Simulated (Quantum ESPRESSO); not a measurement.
## CuAu3 in Quantum ESPRESSO: the effect of target pressure

Crystal: CuAu3.

```xyz
4
Lattice="3.9800 0.0000 0.0000 0.0000 3.9800 0.0000 0.0000 0.0000 3.9800" Properties=species:S:1:pos:R:3 pbc="T T T"
Au    1.9900    1.9900    0.0000
Au    1.9900    0.0000    1.9900
Au    0.0000    1.9900    1.9900
Cu    0.0000    0.0000    0.0000
```

Alike in all runs:

```yaml
Program: Quantum ESPRESSO 7.5
Task: relaxation of cell and atoms
Functional: PBEsol
Potentials_or_basis: GBRV 1.5 PBEsol
Cutoff: 871 eV
Density_cutoff: 7007 eV
k_mesh: 7 × 7 × 7
Occupations: fermi-dirac, width 0.05 eV
Spin: no spin polarisation
```

Each run relaxes the cell or the atoms first.

```tsv
target pressure	relaxed volume (Å³/atom)
0 GPa	15.64
2 GPa	15.47
5 GPa	?
10 GPa	14.89
20 GPa	14.31
30 GPa	13.85
```

Question: What does the run with target pressure 5 GPa give?

Answer: Relaxed volume 15.23 Å³/atom.

Worked out: In Murnaghan's law V^(-B') rises as a straight line in P. The other rows fit best with B' = 5.0, V0 = 15.64 Å³/atom and B0 = 179 GPa, which gives 15.24 Å³/atom at 5 GPa, against the run's 15.23.
